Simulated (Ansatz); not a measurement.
The system is ZrB2.

```
Zr B
1.0
     3.17000    0.00000    0.00000
    -1.58500    2.74530    0.00000
     0.00000    0.00000    3.53300
Zr B
1 2
Direct
  0.00000 0.00000 0.00000
  0.66667 0.33333 0.50000
  0.33333 0.66667 0.50000
```

```yaml
Program: Ansatz 0.2.0
Task: single point
Functional: PBE
Potentials_or_basis: Ansatz PAW
Cutoff: "420 eV (not typed: the program's choice for these potentials)"
k_mesh: 10 × 10 × 8
Occupations: fermi-dirac, width 0.05 eV
Spin: no spin polarisation
```

On this cell: pressure 0.8 GPa; largest force under 0.003 eV/Å; band gap on the k mesh none (metal or under the smearing width).

The same run follows on a disturbed copy (atoms moved at random, drawn with an rms of 0.05 Å):

```xyz
3
Lattice="3.1700 0.0000 0.0000 -1.5850 2.7453 0.0000 0.0000 0.0000 3.5330" Properties=species:S:1:pos:R:3 pbc="T T T"
Zr   -0.0317    0.0579   -0.0309
B     1.5522    0.9061    1.7516
B     0.0305    1.8258    1.8164
```

**Question.** What does the disturbed cell give?

**Answer.** The energy (extrapolated to zero smearing) moves by +28.4 meV/atom; pressure 1.8 GPa; largest force 1.245 eV/Å; band gap on the k mesh none (metal or under the smearing width).

Forces on the atoms (eV/Å):
```
Zr   0.375 -0.835  0.691
B    0.531  0.397  0.043
B   -0.906  0.438 -0.734
```

Stress tensor (GPa, compression positive):
```
 1.62  0.58  0.44
 0.58  1.35 -0.71
 0.44 -0.71  2.42
```
